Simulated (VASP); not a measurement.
## VASP inputs for BaS (strained rocksalt)

INCAR

```
METAGGA = R2SCAN
LCHARG = .TRUE.
LREAL = .FALSE.
ALGO = Normal
ISMEAR = 0
IBRION = -1
EDIFF = 1E-7
ISIF = 2
NELM = 120
LELF = .TRUE.
ENCUT = 520
SIGMA = 0.01
LASPH = .TRUE.
NSW = 0
PREC = Accurate
NBANDS = 15
LWAVE = .FALSE.
```

KPOINTS

```
KPOINTS created by Atomic Simulation Environment
0
Gamma
8 8 8
0 0 0
```

KPOINTS_OPT

```
special points
6
Reciprocal
0.0000000000 0.0000000000 0.0000000000 1
0.5000000000 0.0000000000 0.5000000000 1
0.6250000000 0.2500000000 0.6250000000 1
0.3750000000 0.3750000000 0.7500000000 1
0.5000000000 0.5000000000 0.5000000000 1
0.5000000000 0.2500000000 0.7500000000 1
```

POSCAR

```
Ba S
 1.0000000000000000
     0.0000000000000000    3.2117958738999999    3.2117958738999999
     3.1103031243000001    0.0000000000000000    3.2117958738999999
     3.1103031243000001    3.2117958738999999    0.0000000000000000
 Ba  S
   1   1
Cartesian
  0.0000000000000000  0.0000000000000000  0.0000000000000000
  3.1103031242999997  3.2117958738999999  3.2117958738999999
```

VASP ran with the recommended PBE PAW datasets (16 valence electrons in the cell).

Question: Predict the results.

Answer: gap between bands v and c 2.33 eV; least direct gap 2.47 eV; pressure 2.3 GPa.

Band v is the last that the valence electrons fill when counted band by band, and c is the next. Levels in eV from the top of v:

| point | v−1 | v | c | c+1 |
| --- | --- | --- | --- | --- |
| Γ | -0.13 | 0.00 | 4.15 | 4.15 |
| X | -0.26 | -0.11 | 2.36 | 6.34 |
| K | -0.70 | -0.67 | 3.63 | 6.44 |
| L | -1.22 | -1.20 | 6.00 | 6.10 |
| W | -0.64 | -0.64 | 4.80 | 4.80 |
